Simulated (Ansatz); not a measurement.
# LiF: a single-point run

The task is a single-point run on LiF. The structure is shown as the input types it. The cell is built on a prototype (zincblende) and needn't be the phase found in nature.

Program: Ansatz 0.2.0. Level of theory: density functional or hybrid calculation with the settings of its input, plane waves (as first typed). These are calculated values, not measurements.

4 further runs of the same task are left out: 4 that didn't finish.

## Step 1: The structure to begin with

It takes space group F-43m (No. 216, cubic). Conventional cell: a = 4.289 Å, b = 4.289 Å, c = 4.289 Å, α = 90.00°, β = 90.00°, γ = 90.00°. Around Li (site symmetry -43m) lie 4 F at 1.86 Å. F (site symmetry -43m) has 4 Li at 1.86 Å as nearest neighbours.

Structure file:

```
Li F
1.0
     0.00000    2.14461    2.14461
     2.14461    0.00000    2.14461
     2.14461    2.14461    0.00000
Li F
1 1
Direct
  0.00000 0.00000 0.00000
  0.25000 0.25000 0.25000
```

## Step 2: Input and run

input.yaml reads:

```yaml
crystal:
  lattice:
    - [0.0, 2.144610548, 2.144610548]
    - [2.144610548, 0.0, 2.144610548]
    - [2.144610548, 2.144610548, 0.0]
  atoms:
    - { symbol: Li, position: [0.0, 0.0, 0.0] }
    - { symbol: F, position: [0.25, 0.25, 0.25] }
kpoints:
  mp_grid: { grid: [8, 8, 8] }
hamiltonian:
  xc: pbesol
scf:
  occupations: { method: fixed }
  n_extra_bands: 4
  max_iter: 1
output:
  forces: true
  stress: true
  eigenvalues: true
```

Started as:

```sh
$ ansatz run input.yaml --threads 4 --pin off --max-ram 3686MiB --backend cpu --events-out ev --progress --plain --runs-dir out
```

**Question.** How will this run end, and is anything wrong with its input?

No self-consistency after 1 cycle. The density residual dr2 stood at 0.0206 eV (threshold 1.0e-7). Its last energy is not a result.

In the input, scf.max_iter is 1. The cap on SCF cycles is too low for this system: the loop was cut off before the input and output densities agreed.

Fix: delete scf.max_iter (the default then holds).
